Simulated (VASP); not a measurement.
Wanted: the native input for a VASP 6.6.1 run.

| Item | Value |
| --- | --- |
| Task | relaxation of cell and atoms |
| Functional | vdW-DF-cx |
| Potentials or basis | VASP PAW PBE potentials, release 64 (Fe, O) |
| Cutoff | 600 eV |
| k mesh | 8 × 8 × 8 |
| Occupations | fermi-dirac, width 0.05 eV |
| Spin | collinear spin, ferromagnetic start |
| Starting moments | [3.0, 0.0] μB |
| Further INCAR settings | ALGO = Fast; EDIFF = 1e-06; IBRION = 2; EDIFFG = -0.02; NSW = 60; ISIF = 3 |

The structure of FeO (Wuestite) lies in POSCAR:

```
FeO
1.0
    0.0000000000      2.1554000000      2.1554000000
    2.1554000000      0.0000000000      2.1554000000
    2.1554000000      2.1554000000      0.0000000000
Fe O
1 1
Direct
    0.0000000000      0.0000000000      0.0000000000
    0.5000000000      0.5000000000      0.5000000000
```

One way to write it, as run:

INCAR

```
SYSTEM = FeO
  PREC = Accurate
  ENCUT = 600
  EDIFF = 1E-6
  ISMEAR = -1
  SIGMA = 0.05
  LREAL = .False.
  LASPH = .True.
  NELM = 100
  ALGO = Fast
  ISIF = 3
  LWAVE = .False.
  LCHARG = .False.
  ISPIN = 2
  MAGMOM = 3 0
  LORBIT = 11
  LMAXMIX = 4
  GGA = CX
  LUSE_VDW = .True.
  AGGAC = 0.0
  IBRION = 2
  NSW = 60
  EDIFFG = -0.02
```

KPOINTS

```
Automatic mesh
0
Gamma
  8 8 8
  0 0 0
```

Potentials or basis: VASP PAW PBE potentials, release 64 (Fe, O).

Run with:

```bash
$ cat potpaw_PBE.64/Fe/POTCAR potpaw_PBE.64/O/POTCAR > POTCAR
$ mpirun -np 1 vasp_std > vasp.out
```

It gave:

```yaml
Relaxed_volume: 9.66 Å³/atom
Relaxed_cell: a = 3.012 Å, b = 3.012 Å, c = 3.012 Å, α = 60.00°, β = 60.00°, γ = 60.00°
Space_group_after_relaxing_to_0.05_Å: Fm-3m (No. 225)
Energy_gained_by_relaxing: 7.6 meV/atom
Ionic_steps: 3
Pressure_after_relaxing: 0.0 GPa
Band_gap_on_the_k_mesh: none (metal or under the smearing width)
Net_moment: 4.00 μB per cell
Site_moments: Fe +3.60; O +0.31 μB
Valence_electrons_inside_the_program's_atomic_spheres: Fe 6.80; O 4.99
```

Caveat: the PAW data sets were made with another functional, which shifts forces and pressure a little; a cell with one magnetic atom can't hold antiferromagnetic order, which such compounds often take; semilocal functionals often make such compounds metallic where correlation or magnetic order opens a gap, which also shifts bond lengths.

It took 94 s on 1 thread of Intel(R) Xeon(R) Platinum 8259CL CPU @ 2.50GHz (Skylake/Cascade Lake) (shared host), peak memory 0.29 GiB.
